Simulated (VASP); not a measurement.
# Au: drag along a line

Au, slab, 13 atoms in the cell. PBE, constrained relaxations along a path; PAW potentials Au (PBE set).

Path: drag along a line, Au hops from a hollow site to the next hollow site of Au(100).

## Input

INCAR:
```
PREC = Normal ; ENCUT = 250
EDIFF = 1E-6 ; ISMEAR = 1
SIGMA = 0.1 ; LREAL = F
LASPH = T ; NELM = 100
ALGO = Normal ; LWAVE = F
LCHARG = F ; IBRION = 2
NSW = 60 ; ISIF = 2
EDIFFG = -0.03 ; POTIM = 0.5
KPAR = 2
```

KPOINTS:
```
k-points
0
Gamma
  3 3 1
```

POSCAR.step1:
```
Au
1.0
    6.6290760000      0.0000000000      0.0000000000
    0.0000000000      6.6290760000      0.0000000000
    0.0000000000      0.0000000000     18.4845380000
Au
13
Selective dynamics
Direct
    0.0000000000      0.0000000000      0.3245956161  F F F
    0.5000000000      0.0000000000      0.3245956161  F F F
    0.0000000000      0.5000000000      0.3245956161  F F F
    0.5000000000      0.5000000000      0.3245956161  F F F
    0.2500000000      0.2500000000      0.4142526581  T T T
    0.7500000000      0.2500000000      0.4142526581  T T T
    0.2500000000      0.7500000000      0.4142526581  T T T
    0.7500000000      0.7500000000      0.4142526581  T T T
    0.0000000000      0.0000000000      0.5039097001  T T T
    0.5000000000      0.0000000000      0.5039097001  T T T
    0.0000000000      0.5000000000      0.5039097001  T T T
    0.5000000000      0.5000000000      0.5039097001  T T T
    0.2500000000      0.2500000000      0.5726038924  F T T
```

POSCAR.step2:
```
Au
1.0
    6.6290760000      0.0000000000      0.0000000000
    0.0000000000      6.6290760000      0.0000000000
    0.0000000000      0.0000000000     18.4845380000
Au
13
Selective dynamics
Direct
    0.0000000000      0.0000000000      0.3245956161  F F F
    0.5000000000      0.0000000000      0.3245956161  F F F
    0.0000000000      0.5000000000      0.3245956161  F F F
    0.5000000000      0.5000000000      0.3245956161  F F F
    0.2500000000      0.2500000000      0.4142526581  T T T
    0.7500000000      0.2500000000      0.4142526581  T T T
    0.2500000000      0.7500000000      0.4142526581  T T T
    0.7500000000      0.7500000000      0.4142526581  T T T
    0.0000000000      0.0000000000      0.5039097001  T T T
    0.5000000000      0.0000000000      0.5039097001  T T T
    0.0000000000      0.5000000000      0.5039097001  T T T
    0.5000000000      0.5000000000      0.5039097001  T T T
    0.1500000000      0.2500000000      0.5726038924  F T T
```

POSCAR.step3:
```
Au
1.0
    6.6290760000      0.0000000000      0.0000000000
    0.0000000000      6.6290760000      0.0000000000
    0.0000000000      0.0000000000     18.4845380000
Au
13
Selective dynamics
Direct
    0.0000000000      0.0000000000      0.3245956161  F F F
    0.5000000000      0.0000000000      0.3245956161  F F F
    0.0000000000      0.5000000000      0.3245956161  F F F
    0.5000000000      0.5000000000      0.3245956161  F F F
    0.2500000000      0.2500000000      0.4142526581  T T T
    0.7500000000      0.2500000000      0.4142526581  T T T
    0.2500000000      0.7500000000      0.4142526581  T T T
    0.7500000000      0.7500000000      0.4142526581  T T T
    0.0000000000      0.0000000000      0.5039097001  T T T
    0.5000000000      0.0000000000      0.5039097001  T T T
    0.0000000000      0.5000000000      0.5039097001  T T T
    0.5000000000      0.5000000000      0.5039097001  T T T
    0.0750000000      0.2500000000      0.5726038924  F T T
```

POSCAR.step4:
```
Au
1.0
    6.6290760000      0.0000000000      0.0000000000
    0.0000000000      6.6290760000      0.0000000000
    0.0000000000      0.0000000000     18.4845380000
Au
13
Selective dynamics
Direct
    0.0000000000      0.0000000000      0.3245956161  F F F
    0.5000000000      0.0000000000      0.3245956161  F F F
    0.0000000000      0.5000000000      0.3245956161  F F F
    0.5000000000      0.5000000000      0.3245956161  F F F
    0.2500000000      0.2500000000      0.4142526581  T T T
    0.7500000000      0.2500000000      0.4142526581  T T T
    0.2500000000      0.7500000000      0.4142526581  T T T
    0.7500000000      0.7500000000      0.4142526581  T T T
    0.0000000000      0.0000000000      0.5039097001  T T T
    0.5000000000      0.0000000000      0.5039097001  T T T
    0.0000000000      0.5000000000      0.5039097001  T T T
    0.5000000000      0.5000000000      0.5039097001  T T T
    0.0000000000      0.2500000000      0.5726038924  F T T
```

POSCAR.step5:
```
Au
1.0
    6.6290760000      0.0000000000      0.0000000000
    0.0000000000      6.6290760000      0.0000000000
    0.0000000000      0.0000000000     18.4845380000
Au
13
Selective dynamics
Direct
    0.0000000000      0.0000000000      0.3245956161  F F F
    0.5000000000      0.0000000000      0.3245956161  F F F
    0.0000000000      0.5000000000      0.3245956161  F F F
    0.5000000000      0.5000000000      0.3245956161  F F F
    0.2500000000      0.2500000000      0.4142526581  T T T
    0.7500000000      0.2500000000      0.4142526581  T T T
    0.2500000000      0.7500000000      0.4142526581  T T T
    0.7500000000      0.7500000000      0.4142526581  T T T
    0.0000000000      0.0000000000      0.5039097001  T T T
    0.5000000000      0.0000000000      0.5039097001  T T T
    0.0000000000      0.5000000000      0.5039097001  T T T
    0.5000000000      0.5000000000      0.5039097001  T T T
   -0.0750000000      0.2500000000      0.5726038924  F T T
```

POSCAR.step6:
```
Au
1.0
    6.6290760000      0.0000000000      0.0000000000
    0.0000000000      6.6290760000      0.0000000000
    0.0000000000      0.0000000000     18.4845380000
Au
13
Selective dynamics
Direct
    0.0000000000      0.0000000000      0.3245956161  F F F
    0.5000000000      0.0000000000      0.3245956161  F F F
    0.0000000000      0.5000000000      0.3245956161  F F F
    0.5000000000      0.5000000000      0.3245956161  F F F
    0.2500000000      0.2500000000      0.4142526581  T T T
    0.7500000000      0.2500000000      0.4142526581  T T T
    0.2500000000      0.7500000000      0.4142526581  T T T
    0.7500000000      0.7500000000      0.4142526581  T T T
    0.0000000000      0.0000000000      0.5039097001  T T T
    0.5000000000      0.0000000000      0.5039097001  T T T
    0.0000000000      0.5000000000      0.5039097001  T T T
    0.5000000000      0.5000000000      0.5039097001  T T T
   -0.1500000000      0.2500000000      0.5726038924  F T T
```

POSCAR.step7:
```
Au
1.0
    6.6290760000      0.0000000000      0.0000000000
    0.0000000000      6.6290760000      0.0000000000
    0.0000000000      0.0000000000     18.4845380000
Au
13
Selective dynamics
Direct
    0.0000000000      0.0000000000      0.3245956161  F F F
    0.5000000000      0.0000000000      0.3245956161  F F F
    0.0000000000      0.5000000000      0.3245956161  F F F
    0.5000000000      0.5000000000      0.3245956161  F F F
    0.2500000000      0.2500000000      0.4142526581  T T T
    0.7500000000      0.2500000000      0.4142526581  T T T
    0.2500000000      0.7500000000      0.4142526581  T T T
    0.7500000000      0.7500000000      0.4142526581  T T T
    0.0000000000      0.0000000000      0.5039097001  T T T
    0.5000000000      0.0000000000      0.5039097001  T T T
    0.0000000000      0.5000000000      0.5039097001  T T T
    0.5000000000      0.5000000000      0.5039097001  T T T
   -0.2500000000      0.2500000000      0.5726038924  F T T
```

Commands (each step's output is kept before the next begins):
```
cat potpaw_PBE.64/Au/POTCAR > POTCAR
cp POSCAR.step1 POSCAR
mpirun -np 8 vasp_std > vasp.out
cp POSCAR.step2 POSCAR
mpirun -np 8 vasp_std > vasp.out
cp POSCAR.step3 POSCAR
mpirun -np 8 vasp_std > vasp.out
cp POSCAR.step4 POSCAR
mpirun -np 8 vasp_std > vasp.out
cp POSCAR.step5 POSCAR
mpirun -np 8 vasp_std > vasp.out
cp POSCAR.step6 POSCAR
mpirun -np 8 vasp_std > vasp.out
cp POSCAR.step7 POSCAR
mpirun -np 8 vasp_std > vasp.out
```

## Result

- Barrier (eV): 0.979
- Ionic steps, all stages: 251
- Electronic steps, all stages: 2096

Energy along the pull:

| Share of the way | Energy above the start (eV) |
|---|---|
| 0 | 0.000 |
| 0.2 | 0.287 |
| 0.35 | 0.844 |
| 0.5 | 0.979 |
| 0.65 | 0.844 |
| 0.8 | 0.287 |
| 1 | 0.000 |

The slab is body-centred cubic Au(100), which isn't the element's stable structure, in-plane cell 6.63 × 6.63 Å, with 3 × 3 k points.

Limits: the adatom repeats in each 2 x 2 surface cell, and the slab has three layers.

VASP 6.6.1 took 1607 s on 8 cores (AMD EPYC 9R14 (Zen 4)), a shared host.
